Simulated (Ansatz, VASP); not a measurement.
# Two plane-wave programs on ZnO

POSCAR

```
ZnO
1.0
    3.2494000000      0.0000000000      0.0000000000
   -1.6247000000      2.8140629471      0.0000000000
    0.0000000000      0.0000000000      5.2038000000
Zn O
2 2
Direct
    0.3333333333      0.6666666667      0.0000000000
    0.6666666667      0.3333333333      0.5000000000
    0.3333333333      0.6666666667      0.3821000000
    0.6666666667      0.3333333333      0.8821000000
```

File INCAR.step1:

```
SYSTEM = ZnO
PREC = Accurate
ENCUT = 520
ISMEAR = 0
SIGMA = 0.01
LREAL = .False.
LASPH = .True.
NELM = 60
NBANDS = 26
GGA = PE
ALGO = Normal
EDIFF = 1E-4
LWAVE = .True.
LCHARG = .False.
```

Contents of INCAR.step2:

```
SYSTEM = ZnO
PREC = Accurate
ENCUT = 520
EDIFF = 1E-7
ISMEAR = 0
SIGMA = 0.01
LREAL = .False.
LASPH = .True.
NELM = 60
ALGO = Normal
ISIF = 2
LWAVE = .False.
LCHARG = .True.
METAGGA = R2SCAN
LMIXTAU = .True.
LELF = .True.
LVHAR = .True.
NBANDS = 26
ISTART = 1
```

File KPOINTS:

```
regular mesh
0
Gamma
  9 9 6
  0 0 0
```

Input for Ansatz:

```yaml
crystal:
  lattice:
    - [3.2494, 0.0, 0.0]
    - [-1.6247, 2.8140629471, 0.0]
    - [0.0, 0.0, 5.2038]
  atoms:
    - { symbol: Zn, position: [0.3333333333, 0.6666666667, 0.0] }
    - { symbol: Zn, position: [0.6666666667, 0.3333333333, 0.5] }
    - { symbol: O, position: [0.3333333333, 0.6666666667, 0.3821] }
    - { symbol: O, position: [0.6666666667, 0.3333333333, 0.8821] }
scf:
  occupations: { method: fixed }
output:
  eigenstates:
    kpoints:
      - [0, 0, 0]
      - [0.01, 0, 0]
      - [0.02, 0, 0]
      - [0.03, 0, 0]
      - [0.04, 0, 0]
      - [0.05, 0, 0]
      - [0.06, 0, 0]
      - [0.07, 0, 0]
      - [0.08, 0, 0]
      - [0.09, 0, 0]
      - [0.1, 0, 0]
      - [0.12, 0, 0]
      - [0.14, 0, 0]
      - [0.16, 0, 0]
      - [0.2, 0, 0]
      - [0.006667, 0.006667, 0]
      - [0.013333, 0.013333, 0]
      - [0.02, 0.02, 0]
      - [0.026667, 0.026667, 0]
      - [0.033333, 0.033333, 0]
      - [0.04, 0.04, 0]
      - [0.046667, 0.046667, 0]
      - [0.053333, 0.053333, 0]
      - [0.06, 0.06, 0]
      - [0.066667, 0.066667, 0]
      - [0.08, 0.08, 0]
      - [0.093333, 0.093333, 0]
      - [0.106667, 0.106667, 0]
      - [0.133333, 0.133333, 0]
      - [0, 0, 0.01]
      - [0, 0, 0.02]
      - [0, 0, 0.03]
      - [0, 0, 0.04]
      - [0, 0, 0.05]
      - [0, 0, 0.06]
      - [0, 0, 0.07]
      - [0, 0, 0.08]
      - [0, 0, 0.09]
      - [0, 0, 0.1]
      - [0, 0, 0.12]
      - [0, 0, 0.14]
      - [0, 0, 0.16]
      - [0, 0, 0.2]
    top_band: c2
hamiltonian:
  xc: r2scan
kpoints:
  mp_grid: { grid: [9, 9, 6] }
```

Alike in both runs: task single point; functional r2SCAN; k mesh 9 × 9 × 6; no spin polarisation.

|  | VASP | Ansatz |
| --- | --- | --- |
| version | VASP 6.6.1 | Ansatz 0.2.0 |
| potentials or method | VASP PAW PBE potentials, release 64 (Zn, O) | scalar-relativistic, plane waves, PAW |
| plane-wave cutoff (eV) | 520 | 500 |
| occupations | gaussian, width 0.01 eV | fixed |
| valence electrons in the cell | 36 | 36 |

|  | VASP | Ansatz | Ansatz less VASP |
| --- | --- | --- | --- |
| gap on the k mesh at the Fermi level (eV) | 1.23 | 1.23 | +0.004 |
| least direct gap on the mesh (eV) | 1.23 | 1.23 | +0.004 |

Caveats: the PAW data sets were made with another functional, which shifts forces and pressure a little (VASP). r2SCAN opens gaps a little over a GGA but as a rule still falls short of measured ones.
